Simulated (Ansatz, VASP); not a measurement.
**One calculation of Br, two programs**

The input INCAR:

```
PREC = Accurate
ENCUT = 520
EDIFF = 1E-6
ISMEAR = -1
SIGMA = 0.1
LREAL = F
LASPH = T
NELM = 100
ALGO = Normal
ISIF = 2
LWAVE = F
LCHARG = T
LELF = T
LVHAR = T
NBANDS = 10
```

Contents of KPOINTS:

```
Automatic mesh
0
Gamma
  12 12 12
```

Contents of POSCAR:

```
Br
1.0
    2.4898439098      0.0000000000      0.0000000000
    0.0000000000      2.4898439098      0.0000000000
    0.0000000000      0.0000000000      2.4898439098
Br
1
Direct
    0.0000000000      0.0000000000      0.0000000000
```

Input for Ansatz:

```yaml
crystal:
  lattice:
    - [2.4898439098, 0.0, 0.0]
    - [0.0, 2.4898439098, 0.0]
    - [0.0, 0.0, 2.4898439098]
  atoms:
    - { symbol: Br, position: [0.0, 0.0, 0.0] }
kpoints:
  mp_grid: { grid: [12, 12, 12] }
scf:
  occupations: { method: fermi_dirac, width: 0.1 }
hamiltonian:
  xc: lda
  pseudopotentials: { kind: all_electron, lapw: { basis_error: 0.001 } }
output:
  forces: true
  stress: true
  eigenvalues: true
  populations: true
```

Change from the starting cell: volume scaled by 0.58, LAPW.

Alike in both runs: task single point; functional LDA; k mesh 12 × 12 × 12; occupations fermi-dirac, width 0.1 eV; no spin polarisation.

|  | VASP | Ansatz |
| --- | --- | --- |
| version | VASP 6.6.1 | Ansatz 0.2.0 |
| potentials or method | VASP PAW LDA potentials, release 64 (Br) | all-electron LAPW, scalar-relativistic |
| plane-wave cutoff (eV) | 520 | see its input |

Ansatz gave:

| Item | Value |
| --- | --- |
| pressure (GPa) | 90.4 |

Problem. What did VASP give for the same quantities?

Solution. Pressure (GPa): 91.2.

Ansatz ran all-electron here, so the differences hold the error of VASP's frozen core and of both bases.

Caveats: the cell as given lies far from equilibrium; so large a pressure means that the cell lies far from this level's equilibrium, or that cutoff or potentials fall short (VASP); an odd number of electrons without spin polarisation forces a metal; a magnetic or distorted state may lie lower.
